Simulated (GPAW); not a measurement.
# Ge (Ia-3) in GPAW: a series of runs, part 2 of 2

GPAW 26.7.0.

### 4 Relaxation of cell and atoms, PBEsol+D3(BJ)

File run.py:

```python
from ase import Atoms
from ase.calculators.mixing import SumCalculator
from ase.filters import FrechetCellFilter
from ase.io import write
from ase.optimize import BFGS
from dftd3.ase import DFTD3
from gpaw import GPAW, PW, setup_paths

setup_paths.insert(0, '.')

atoms = Atoms(['Ge', 'Ge', 'Ge', 'Ge', 'Ge', 'Ge', 'Ge', 'Ge'],
              cell=[[-3.48417028, 3.48417028, 3.48417028],
                    [3.48417028, -3.48417028, 3.48417028],
                    [3.48417028, 3.48417028, -3.48417028]],
              scaled_positions=[[0.29889908, 0.29889908, 0.29889908],
                                [0.0, 0.20110092, 0.5],
                                [0.20110092, 0.5, 0.0],
                                [0.5, 0.0, 0.20110092],
                                [0.70110092, 0.70110092, 0.70110092],
                                [0.0, 0.79889908, 0.5],
                                [0.79889908, 0.5, 0.0],
                                [0.5, 0.0, 0.79889908]],
              pbc=True)

calc = GPAW(mode=PW(600),
            xc='PBEsol',
            kpts={'size': (6, 6, 6), 'gamma': True},
            occupations={'name': 'fermi-dirac', 'width': 0.05},
            nbands=32,
            convergence={'density': 1e-05, 'forces': 0.0001},
            maxiter=150,
            txt='gpaw.txt')
atoms.calc = SumCalculator([calc, DFTD3(method='pbesol', damping='d3bj')])
opt = BFGS(FrechetCellFilter(atoms), trajectory='relax.traj', logfile='-')
done = opt.run(fmax=0.02, steps=60)
calc.write('gs.gpw')
write('result.traj', atoms)
print('Converged:', done)
print('Cell:', atoms.cell.cellpar().round(4))
print('Volume:', round(atoms.get_volume(), 4))
print(atoms.get_scaled_positions().round(5))
```

Potentials or basis: PAW data sets generated in the run's folder for this functional, pw.

On the command line:

```sh
gpaw-setup -f PBEsol Ge
OMP_NUM_THREADS=1 python run.py
```

gpaw.txt:

```text
__  _  _
 | _ |_)|_||  |
 |__||  | ||/\| - 26.7.0

Input parameters:
  mode=PW(ecut=600.0),
  convergence={'density': 1e-05, 'forces': 0.0001},
  kpts=MonkhorstPack(size=(6, 6, 6), gamma=True),
  maxiter=150,
  nbands=32,
  occupations=Occupations(name='fermi-dirac', width=0.05),
  xc=XC(name='PBEsol')

Diagonalizing LCAO Hamiltonian
Converting LCAO to pw mode

         Ge

                  Ge
         Ge
            GeGe
                Ge
                     Ge
                 Ge

Atoms  # Å, Bohr magnetons
|   | symbol |         x |         y |         z |    initial magnetic moments |
|---|--------|-----------|-----------|-----------|-----------------------------|
| 0 |     Ge |  1.041415 |  1.041415 |  1.041415 | ( 0.0000,  0.0000,  0.0000) |
| 1 |     Ge |  2.442755 |  1.041415 | -1.041415 | ( 0.0000,  0.0000,  0.0000) |
| 2 |     Ge |  1.041415 | -1.041415 |  2.442755 | ( 0.0000,  0.0000,  0.0000) |
| 3 |     Ge | -1.041415 |  2.442755 |  1.041415 | ( 0.0000,  0.0000,  0.0000) |
| 4 |     Ge |  2.442755 |  2.442755 |  2.442755 | ( 0.0000,  0.0000,  0.0000) |
| 5 |     Ge |  4.525586 | -1.041415 |  1.041415 | ( 0.0000,  0.0000,  0.0000) |
| 6 |     Ge | -1.041415 |  1.041415 |  4.525586 | ( 0.0000,  0.0000,  0.0000) |
| 7 |     Ge |  1.041415 |  4.525586 | -1.041415 | ( 0.0000,  0.0000,  0.0000) |

Unit cell  # Å
| periodic |         x |         y |         z |  lengths |     angles |
|----------|-----------|-----------|-----------|----------|------------|
|      yes | -3.484170 |  3.484170 |  3.484170 | 6.034760 | 109.471221 |
|      yes |  3.484170 | -3.484170 |  3.484170 | 6.034760 | 109.471221 |
|      yes |  3.484170 |  3.484170 | -3.484170 | 6.034760 | 109.471221 |

Number of symmetries: 6
Symmetry operations  # r_c * U_cc + t_c -> r_c
|   | kind |            matrix            |
|---|------|------------------------------|
| 0 |  E   |  1, 0, 0,  0, 1, 0,  0, 0, 1 |
| 1 |  C3  |  0, 1, 0,  0, 0, 1,  1, 0, 0 |
| 2 |  C3  |  0, 0, 1,  1, 0, 0,  0, 1, 0 |
| 3 |  S6  |  0, 0,-1, -1, 0, 0,  0,-1, 0 |
| 4 |  S6  |  0,-1, 0,  0, 0,-1, -1, 0, 0 |
| 5 |  i   | -1, 0, 0,  0,-1, 0,  0, 0,-1 |

BZ-sampling:
  Number of BZ points: 216
  Number of IBZ points: 40

  Monkhorst-Pack size: [6, 6, 6]
  Monkhorst-Pack shift: [0.08333333333333333, 0.08333333333333333, 0.08333333333333333]

K-points  # in reciprocal-cell coordinates
|     |                                coordinates |     weight |
|-----|--------------------------------------------|------------|
|   0 | (  0.00000000,   0.00000000,   0.00000000) | 0.00462963 |
|   1 | (  0.16666667,   0.00000000,  -0.16666667) | 0.02777778 |
|   2 | (  0.16666667,   0.00000000,   0.00000000) | 0.02777778 |
|   3 | (  0.16666667,   0.16666667,  -0.16666667) | 0.02777778 |
|   4 | (  0.16666667,   0.16666667,   0.00000000) | 0.02777778 |
|   5 | (  0.16666667,   0.16666667,   0.16666667) | 0.00925926 |
|   6 | (  0.33333333,  -0.16666667,  -0.33333333) | 0.02777778 |
|   7 | (  0.33333333,  -0.16666667,  -0.16666667) | 0.02777778 |
|   8 | (  0.33333333,  -0.16666667,   0.00000000) | 0.02777778 |
|   9 | (  0.33333333,  -0.16666667,   0.16666667) | 0.02777778 |
| ... |                                            |            |
|  39 | (  0.50000000,   0.50000000,   0.50000000) | 0.00462963 |

Plane wave coefficients: 5680
Cutoff: 600.0 eV

Spin-components: 1 (collinear spins)
Bands:           32
Projectors:      40
Spin-degeneracy: 2
Datatype:        complex128

Parallelization:
  kpt:    1
  domain: 1
  band:   1

Density:
  Valence electrons: 32.0
  Components: 1
  Grid points: [35 35 35]
  Charge: 0.0  # |e|

Potential:
  Grid points: [35 35 35]

species:
  Ge:
    name:    Germanium
    Z:       32.0
    valence: 4
    core:    28
    charge:  0.0  # [|e|]
    compensation charges:
      type: gauss
      rc: 0.32  # [Å]
      lmax: 2
    cutoffs:
      filter: 1.77  # [Å]
      core: 3.42  # [Å]
    projectors
    | kind |    occ | energy [eV] | rcut [Å] |
    |------|--------|-------------|----------|
    |   4s |  2.000 |     -11.738 |    1.005 |
    |   4p |  2.000 |      -3.898 |    1.005 |
    |    s |        |      15.473 |    1.005 |
    |    p |        |      23.314 |    1.005 |
    |    d |        |       0.000 |    1.005 |

    Using partial waves for Ge as LCAO basis

Reference energy: -456446.079505  # eV

eigensolver:
  PPCG
  Converge bands: occupied
  niter=2

density mixing:
  MSR1-Mixer
  Pratt-step length: 0.05
  Maximum mixing coefficient: 0.75
  Old densities: 10
  SVD Regularization: 0.005
  Good broyden scale: 1.0
  Trust region scale: 1.0
  Backstep threshold: 4.0
  History deletion threshold: 6.0
  Fourier metric: weight=20.0, sigma=0.015

occupation numbers:
  Fermi-Dirac:
    width: 0.0500  # eV

poisson solver:
  ecut: 4800.0  # eV

xc functional:
  name: PBEsol with 2 nearest neighbor stencil

convergence criteria:
- Maximum integral of absolute [dens]ity change: 1e-05 electrons / valence electron
- Maximum change in the atomic [forces] across last 2 cycles: 0.0001 eV/Ang OR
Maximum error relative to the maximum force is below inf
- Maximum [total energy] change in last 3 cyles: 0.0005 eV / valence electron
- Maximum integral of absolute [eigenst]ate change: 4e-08 eV^2 / valence electron
maximum number of iterations: 150

SCF iterations
|iter     | |      energy | eigst |  dens |force |
|---------|-|-------------|-------|-------|------|
|iter:   1| |  -38.688070 | -0.61 |       |      |
|iter:   2| |  -38.666914 | -2.92 | -0.97 |      |
|iter:   3| |  -38.499532 | -2.55 | -0.99 |      |
|iter:   4| |  -38.492447 | -3.84 | -1.62 |      |
|iter:   5| |  -38.492389c| -5.20 | -2.41 |      |
|iter:   6| |  -38.492397c| -6.79 | -3.15 |      |
|iter:   7| |  -38.492397c| -8.04c| -3.98 |      |
|iter:   8| |  -38.492397c| -8.37c| -4.59 |      |
|iter:   9| |  -38.492397c| -9.38c| -5.67c|      |
|iter:  10| |  -38.492397c| -9.98c| -5.96c|-4.74c|

Converged in 10 steps
Energy contributions relative to reference atoms: (reference = -456446.079505)

Energy contributions:
  Kinetic:          85.881654
  Coulomb:         -76.914582
  Zero:             -0.016060
  External:          0.000000
  Xc:              -47.436780
  Entropy:          -0.013260
  Spinorbit:         0.000000
  ----------------------------
  Free energy:     -38.499027
  Extrapolated:    -38.492397
[... 1523 lines left out ...]
density mixing:
  MSR1-Mixer
  Pratt-step length: 0.05
  Maximum mixing coefficient: 0.75
  Old densities: 10
  SVD Regularization: 0.005
  Good broyden scale: 1.0
  Trust region scale: 1.0
  Backstep threshold: 4.0
  History deletion threshold: 6.0
  Fourier metric: weight=20.0, sigma=0.015

occupation numbers:
  Fermi-Dirac:
    width: 0.0500  # eV

poisson solver:
  ecut: 4800.0  # eV

xc functional:
  name: PBEsol with 2 nearest neighbor stencil

convergence criteria:
- Maximum integral of absolute [dens]ity change: 1e-05 electrons / valence electron
- Maximum change in the atomic [forces] across last 2 cycles: 0.0001 eV/Ang OR
Maximum error relative to the maximum force is below inf
- Maximum [total energy] change in last 3 cyles: 0.0005 eV / valence electron
- Maximum integral of absolute [eigenst]ate change: 4e-08 eV^2 / valence electron
maximum number of iterations: 150

SCF iterations
|iter     | |      energy | eigst |  dens |force |
|---------|-|-------------|-------|-------|------|
|iter:   1| |  -38.471125 | -2.93 |       |      |
|iter:   2| |  -38.470366 | -5.26 | -2.21 |      |
|iter:   3| |  -38.466636c| -4.26 | -2.25 |      |
|iter:   4| |  -38.466600c| -6.11 | -3.16 |      |
|iter:   5| |  -38.466600c| -7.38 | -3.59 |      |
|iter:   6| |  -38.466600c| -8.24c| -4.82 |      |
|iter:   7| |  -38.466600c| -9.09c| -5.27c|      |
|iter:   8| |  -38.466600c| -9.69c| -6.13c|-4.47c|

Converged in 8 steps
Energy contributions relative to reference atoms: (reference = -456446.079505)

Energy contributions:
  Kinetic:         101.539618
  Coulomb:         -89.643619
  Zero:             -0.016735
  External:          0.000000
  Xc:              -50.337297
  Entropy:          -0.017134
  Spinorbit:         0.000000
  ----------------------------
  Free energy:     -38.475167
  Extrapolated:    -38.466600

dipole moment: (0.000855, 0.000855, 0.000855)  # |e|*Ang

Fermi level: 6.971
Eigenvalues  # (at kpt = [0.000, 0.000, 0.000])
| band index |      eig [eV] | occ [0-2] |
|------------|---------------|-----------|
|          0 |        -6.242 |     2.000 |
|        ... |               |           |
|          8 |         2.208 |     2.000 |
|          9 |         2.208 |     2.000 |
|         10 |         3.107 |     2.000 |
|         11 |         3.107 |     2.000 |
|         12 |         3.107 |     2.000 |
|         13 |         5.539 |     2.000 |
[... 8 lines left out ...]
|         22 |        11.994 |     0.000 |
|         23 |        11.994 |     0.000 |
|        ... |               |           |
|         31 |        14.153 |     0.000 |

No gap
No difference between direct/indirect transitions

Stress tensor  # eV/Ang^3
|         x |         y |         z |
|-----------|-----------|-----------|
| -0.015395 |  0.000000 |  0.000000 |
|  0.000000 | -0.015395 |  0.000000 |
|  0.000000 |  0.000000 | -0.015395 |

Forces  # eV/Ang
|        x |        y |        z |
|----------|----------|----------|
| -0.00028 | -0.00028 | -0.00028 |  # Ge   0
|  0.00029 | -0.00029 |  0.00029 |  # Ge   1
| -0.00029 |  0.00029 |  0.00029 |  # Ge   2
|  0.00029 |  0.00029 | -0.00029 |  # Ge   3
|  0.00028 |  0.00028 |  0.00028 |  # Ge   4
| -0.00029 |  0.00029 | -0.00029 |  # Ge   5
|  0.00029 | -0.00029 | -0.00029 |  # Ge   6
| -0.00029 | -0.00029 |  0.00029 |  # Ge   7

# Writing to gs.gpw (mode='')
```

Wall time 18 min (1 thread of Arm Neoverse V1, shared host); peak memory 0.5 GiB.

What came out:

```yaml
Free_energy: -40.8990 eV
Relaxed_volume: 20.26 Å³/atom
Relaxed_cell: a = 5.949 Å, b = 5.949 Å, c = 5.949 Å, α = 109.47°, β = 109.47°, γ = 109.47°
Space_group_after_relaxing_to_0.05_Å: Ia-3 (No. 206)
Energy_gained_by_relaxing: 9.3 meV/atom
Ionic_steps: 8
Pressure_after_relaxing: 0.1 GPa
Largest_force_after_relaxing: 0.003 eV/Å
Band_gap_on_the_k_mesh: none (metal or under the smearing width)
Dispersion_energy_per_atom: -0.303 eV
```

Forces in eV/Å, atoms in the order of the input:
```
Ge   0.002  0.002  0.002
Ge  -0.002  0.002 -0.002
Ge   0.002 -0.002 -0.002
Ge  -0.002 -0.002  0.002
Ge  -0.002 -0.002 -0.002
Ge   0.002 -0.002  0.002
Ge  -0.002  0.002  0.002
Ge   0.002  0.002 -0.002
```

Step by step:
| step | energy change (eV) | largest force (eV/Å) | pressure (GPa) | volume (Å³) |
| --- | --- | --- | --- | --- |
| 1 | 0.0000 | 0.2355 | -2.29 | 169.18 |
| 2 | -0.0095 | 0.1932 | -2.27 | 168.91 |
| 3 | -0.0506 | 0.0761 | -1.87 | 166.44 |
| 4 | -0.0556 | 0.1130 | -1.63 | 165.60 |
| 5 | -0.0632 | 0.1358 | -1.05 | 164.02 |
| 6 | -0.0692 | 0.1106 | -0.45 | 162.71 |
| 7 | -0.0733 | 0.0440 | 0.02 | 161.97 |
| 8 | -0.0743 | 0.0035 | 0.06 | 162.10 |

Final structure:
```
Ge
1.0
    -3.43482    3.43482    3.43482
     3.43482   -3.43482    3.43482
     3.43482    3.43482   -3.43482
Ge
8
Direct
  0.29402 0.29402 0.29402
  0.00000 0.20598 0.50000
  0.20598 0.50000 0.00000
  0.50000 0.00000 0.20598
  0.70598 0.70598 0.70598
  0.00000 0.79402 0.50000
  0.79402 0.50000 0.00000
  0.50000 0.00000 0.79402
```

Caveat: later steps reuse the first step's grids; pairwise dispersion overbinds metals, which lowers pressure and volume.

### 5 Overview

```csv
level,gap on the mesh (eV),pressure (GPa),relaxed volume (Å³/atom),largest force (eV/Å)
PBEsol,none,0.0,20.96,0.01
PBEsol+D3,none,0.0,20.79,0.01
PBEsol+D3(BJ),none,0.1,20.26,-
```

Alike in all rows: task relaxation of cell and atoms; potentials or basis PAW data sets generated in the run's folder for this functional, pw; no spin polarisation; cell relaxed; k mesh 6 × 6 × 6; cutoff (eV) 600; smearing fermi-dirac 0.05 eV.

Caveats: later steps reuse the first step's grids; pairwise dispersion overbinds metals, which lowers pressure and volume (some runs).

Absolute energies hang on the potentials; compare differences alone.
